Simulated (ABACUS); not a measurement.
Crystal: SiO2.

```
CELL_PARAMETERS angstrom
0.00000 4.71626 7.36278
2.35958 0.00000 7.36278
2.35958 4.71626 0.00000
ATOMIC_POSITIONS crystal
Si 0.93677 0.93677 0.56323
Si 0.68677 0.68677 0.31323
Si 0.31323 0.31323 0.68677
Si 0.56323 0.56323 0.93677
O 0.06344 0.43656 0.06344
O 0.43656 0.06344 0.43656
O 0.81344 0.18656 0.81344
O 0.18656 0.81344 0.18656
O 0.12500 0.62500 0.62500
O 0.62500 0.62500 0.62500
O 0.62500 0.62500 0.12500
O 0.62500 0.12500 0.62500
```

The cell comes from a database or a generator and needn't be the stable form of this composition.

```yaml
Program: ABACUS 3.10.1
Task: single point
Functional: PBE
Potentials_or_basis: PseudoDojo NC SR 0.4.1 PBE standard
Cutoff: 1143 eV
Density_cutoff: 4572 eV
Basis: plane waves
k_mesh: 7 × 7 × 7
Occupations: fermi-dirac, width 0.05 eV
Spin: no spin polarisation
```

On this cell: pressure 4.5 GPa; largest force 0.311 eV/Å; band gap on the k mesh 5.82 eV, direct.

The same run follows on a disturbed copy (atoms moved at random, drawn with an rms of 0.05 Å):

```
CELL_PARAMETERS angstrom
0.00000 4.71626 7.36278
2.35958 0.00000 7.36278
2.35958 4.71626 0.00000
ATOMIC_POSITIONS crystal
Si 0.92548 0.94898 0.56909
Si 0.68862 0.68247 0.30516
Si 0.32207 0.31150 0.68050
Si 0.55574 0.57037 0.94119
O 0.05928 0.44510 0.06938
O 0.44263 0.05456 0.42860
O 0.80499 0.18584 0.82166
O 0.17316 0.81684 0.19275
O 0.11424 0.63601 0.63623
O 0.62574 0.61971 0.63216
O 0.63257 0.61859 0.12270
O 0.63303 0.11809 0.62429
```

Q: What does the disturbed cell give?

A: The energy moves by +46.0 meV/atom; pressure 5.0 GPa; largest force 3.235 eV/Å; band gap on the k mesh 5.62 eV, direct.

Forces on the atoms (eV/Å):
```
Si  -1.725  2.184 -0.238
Si   1.090  2.900  0.931
Si   0.455 -0.852 -1.887
Si   0.309  1.077 -2.073
O   -1.241  0.109  0.364
O    1.861  0.111  1.279
O    2.217  0.552  1.968
O   -1.592  0.033  1.847
O   -0.567  0.415 -0.126
O   -1.071 -2.222  1.566
O   -0.845 -1.932 -1.863
O    1.108 -2.375 -1.769
```

Stress tensor (GPa, compression positive):
```
 3.30  0.38 -0.05
 0.38  6.83  3.11
-0.05  3.11  4.85
```

Caveats: there are fewer bands than atomic start orbitals, so a level may be missed at k points of high symmetry; an odd mesh through Γ misses points on the zone boundary, where band edges often lie.
